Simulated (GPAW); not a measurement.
The system is MgB2.

```
Mg B
1.0
     3.08500    0.00000    0.00000
    -1.54250    2.67169    0.00000
     0.00000    0.00000    3.52300
Mg B
1 2
Cartesian
  0.0000 0.0000 0.0000
  1.5425 0.8906 1.7615
  0.0000 1.7811 1.7615
```

Base run:

```yaml
Program: GPAW 26.7.0
Functional: RPBE
Potentials_or_basis: PAW data sets generated in the run's folder for this functional
Cutoff: 600 eV
Basis: pw
k_mesh: 8 × 8 × 6
Occupations: fermi-dirac, width 0.05 eV
Spin: no spin polarisation
```

Its results: band gap on the k mesh none (metal or under the smearing width); pressure 2.3 GPa.

Problem. The run is repeated on the same cell with these changes: functional from RPBE to r2SCAN; potentials or basis from PAW data sets generated in the run's folder for this functional to GPAW PAW data sets (gpaw-data 1.2.1). What comes out?

Solution. Band gap on the k mesh none (metal or under the smearing width); pressure -2.0 GPa.

Caveats: the cutoff is short for stress and forces, so pressures can be off by a GPa or more; the PAW data sets were made with another functional, which shifts forces and pressure a little (some runs).
